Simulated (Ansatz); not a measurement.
Convergence of Mg with the plane-wave cutoff

All numbers below come from DFT PBE, scalar-relativistic, plane waves, PAW in Ansatz.

```
Mg
1.0
    -1.83599    1.83599    1.67940
     1.83599   -1.83599    1.67940
     1.83599    1.83599   -1.67940
Mg
1
Cartesian
  0.0000 0.0000 0.0000
```

```
Γ-centred k-mesh               : 16×16×16
occupation rule                : Gaussian smearing, 0.1 eV
spin treatment                 : unpolarised
valence charge of the PAW sets : Mg 10
```

The atoms stay fixed while the plane-wave cutoff is varied. ΔE is the energy extrapolated to zero smearing, less that of the reference run (600 eV). The cell isn't necessarily relaxed at this level. Pressure is positive in compression and holds a correction for the finite cutoff (Pulay stress).

```csv
cutoff (eV),ΔE (meV/atom),P (GPa),plane waves at Γ
200,1799,1.00,139
250,203,0.52,193
300,18.7,0.56,273
350,1.20,0.56,353
420,0.21,0.56,433
500,0.05,0.56,571
600,0.00,0.56,743
```

This form isn't the element's structure at ambient conditions.